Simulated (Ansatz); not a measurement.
# V under changes of volume

One of the cells (13.610 Å³/atom); the others are scaled copies at fixed shape and fractional positions:

```
V
1.0
     0.00000    1.89500    1.89500
     1.89500    0.00000    1.89500
     1.89500    1.89500    0.00000
V
1
Cartesian
  0.0000 0.0000 0.0000
```

This isn't the form of V at room conditions, which is bcc.

* Program: Ansatz 0.2.0
* Functional: PBE
* Potentials or basis: all-electron LAPW, scalar-relativistic
* Cutoff: 265 eV (chosen from the basis error)
* Basis error allowed: 0.0005 eV/atom
* k mesh: 12 × 12 × 12
* Occupations: fermi-dirac, width 0.05 eV
* Spin: collinear spin, ferromagnetic start
* Starting moments: [2.0] μB

```csv
volume (Å³/atom),energy over the lowest point (meV/atom),pressure (GPa)
12.793,54.18,17.1
13.066,29.42,12.2
13.338,12.62,7.8
13.610,3.03,3.8
13.882,0.00,0.1
14.154,2.91,-3.2
14.427,?,?
```

Question: What does the run at 14.427 Å³/atom give?

Answer: Energy over the lowest point 11.20 meV/atom; pressure -6.2 GPa.

Worked out: A Birch-Murnaghan fit of order 3 (a polynomial in V^(-2/3)) to the other rows has its minimum at 13.88 Å³/atom with B0 = V·E''(V) = 179 GPa and B' = 3.7. It gives 11.32 meV/atom at 14.427 Å³/atom, against the run's 11.20, and -dE/dV = -6.4 GPa, against -6.2.

Energies are extrapolated to zero smearing.

Caveats: the starting moments weren't kept.
